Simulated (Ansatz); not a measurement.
Relaxed CaF₂ (fluorite):

```
CaF2
1.0
    0.00000     2.72024     2.72024
    2.72024     0.00000     2.72024
    2.72024     2.72024     0.00000
Ca F
1 2
Direct
  0.00000   0.00000   0.00000
  0.25000   0.25000   0.25000
  0.75000   0.75000   0.75000
```

The atoms are displaced by Q × the pattern below (from a DFPT mode at Γ, largest move 1; Q in Å), at fixed cell. It is one choice among 3 degenerate patterns.

```tsv
atom	x	y	z
F2	0.000	0.000	1.000
F3	0.000	0.000	-1.000
```

Atoms not listed stay in place.

Level of theory: r2SCAN (plane waves to 500 eV, PAW, scalar-relativistic; Ansatz, a first-principles code). k mesh 11×11×11 (Γ-centred), Fermi-Dirac smearing 0.05 eV. Energies are smeared free energies. Stress and pressure are positive under compression. CaF2 was relaxed with its symmetry unable to fall. The PAW data are Ansatz's earlier set. The zero of ΔE is the undisplaced structure.

```json
[
 {"Q (Å)": "-0.180", "−dE/dQ from forces (eV/Å)": "[?]", "ΔE (eV/cell)": "0.2627", "P (GPa)": "[?]"},
 {"Q (Å)": "-0.150", "−dE/dQ from forces (eV/Å)": "2.501", "ΔE (eV/cell)": "0.1782", "P (GPa)": "1.74"},
 {"Q (Å)": "-0.120", "−dE/dQ from forces (eV/Å)": "1.928", "ΔE (eV/cell)": "0.1119", "P (GPa)": "[?]"},
 {"Q (Å)": "-0.090", "−dE/dQ from forces (eV/Å)": "1.405", "ΔE (eV/cell)": "0.0620", "P (GPa)": "0.61"},
 {"Q (Å)": "-0.060", "−dE/dQ from forces (eV/Å)": "0.917", "ΔE (eV/cell)": "0.0273", "P (GPa)": "[?]"},
 {"Q (Å)": "-0.030", "−dE/dQ from forces (eV/Å)": "0.453", "ΔE (eV/cell)": "0.0068", "P (GPa)": "0.07"},
 {"Q (Å)": "0.000", "−dE/dQ from forces (eV/Å)": "0.000", "ΔE (eV/cell)": "0.0000", "P (GPa)": "0.00"},
 {"Q (Å)": "0.030", "−dE/dQ from forces (eV/Å)": "-0.453", "ΔE (eV/cell)": "0.0068", "P (GPa)": "0.07"},
 {"Q (Å)": "0.060", "−dE/dQ from forces (eV/Å)": "-0.917", "ΔE (eV/cell)": "0.0273", "P (GPa)": "[?]"},
 {"Q (Å)": "0.090", "−dE/dQ from forces (eV/Å)": "-1.405", "ΔE (eV/cell)": "0.0620", "P (GPa)": "0.61"},
 {"Q (Å)": "0.120", "−dE/dQ from forces (eV/Å)": "-1.928", "ΔE (eV/cell)": "0.1119", "P (GPa)": "[?]"},
 {"Q (Å)": "0.150", "−dE/dQ from forces (eV/Å)": "-2.501", "ΔE (eV/cell)": "0.1782", "P (GPa)": "1.74"},
 {"Q (Å)": "0.180", "−dE/dQ from forces (eV/Å)": "[?]", "ΔE (eV/cell)": "0.2627", "P (GPa)": "[?]"}
]
```

Q: What belongs in the gaps?

A: 
- -0.180, −dE/dQ from forces (eV/Å): 3.141
- -0.180, P (GPa): 2.55
- -0.120, P (GPa): 1.10
- -0.060, P (GPa): 0.27
- 0.060, P (GPa): 0.27
- 0.120, P (GPa): 1.10
- 0.180, −dE/dQ from forces (eV/Å): -3.141
- 0.180, P (GPa): 2.55

(For displaced atoms, the force is minus the slope of the energy, and its curvature is a force constant, which sets phonon frequencies.)
